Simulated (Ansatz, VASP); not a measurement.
# One calculation of Sb, two programs

```
CELL_PARAMETERS angstrom
0.00000 2.25795 2.25795
2.25795 0.00000 2.25795
2.25795 2.25795 0.00000
ATOMIC_POSITIONS crystal
Sb 0.00000 0.00000 0.00000
```

Change from the starting cell: volume scaled by 0.94, PAW files.

Alike in both runs: task electric field gradients; functional PBEsol; k mesh 12 × 12 × 12; occupations fermi-dirac, width 0.05 eV; no spin polarisation.

```csv
,VASP,Ansatz
version,VASP 6.6.1,Ansatz 0.2.0
potentials or method,"VASP PAW PBE potentials, release 64 (Sb)","PAW with Ansatz's default frozen-core files, scalar-relativistic"
plane-wave cutoff (eV),520,420
valence electrons in the cell,5,15
```

VASP gave:

| Property | Result |
| --- | --- |
| pressure (GPa) | 11.5 |
| Vzz of the field gradient on the site that differs most (V/Å²) | 0.0 |

Task: Which values does Ansatz return?

Result: Pressure (GPa): 11.4; Vzz of the field gradient on the site that differs most (V/Å²): 0.0.

With one functional, cell and mesh, what is left measures potentials, basis and numerics. The two sets of potentials don't hold the same shells in valence. Ansatz warned: «gradients_without_spin_orbit».

Caveats: the PAW data sets were made with another functional, which shifts forces and pressure a little (VASP). The runs have no spin-orbit coupling, so splittings on Sb are missing.
